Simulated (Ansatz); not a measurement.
Input and command of a plane-wave DFT calculation in Ansatz:

```yaml
crystal:
  lattice:
    - [0.0, 2.0599715063, 2.0599715063]
    - [2.0599715063, 0.0, 2.0599715063]
    - [2.0599715063, 2.0599715063, 0.0]
  atoms:
    - { symbol: V, position: [0.0, 0.0, 0.0], spin: 0.11 }
    - { symbol: "N", position: [0.5, 0.5, 0.5] }
basis:
  ecutwfc: 420
kpoints:
  mp_grid: { grid: [8, 8, 8] }
hamiltonian:
  xc: pbesol
scf:
  occupations: { method: gaussian, width: 0.1 }
output:
  forces: true
  stress: true
  eigenvalues: true
  populations: true
magnetization:
  spin_polarized: true
relax:
  adjacent_minimum: "off"
  f_tol: 0.05
  max_steps: 60
  cell: { stress_tol: 0.5 }
```

```bash
ansatz run input.yaml --threads 1 --pin off --max-ram 1331MiB --backend cpu --events-out ev --progress --plain --runs-dir out
```

Processor: Arm Neoverse N1, 1 thread, on a host shared with other jobs.

Problem. How long does it run, and how much memory does it take?

Solution. About 14 s on 1 thread of Arm Neoverse N1 (shared host), peak memory 0.28 GiB. It solves 14 bands at 29 k points (the mesh reduced by the symmetry that the task leaves, which can be less than the crystal's) with about 331 plane waves (on the last cell), in 53 SCF iterations over 4 ionic steps.
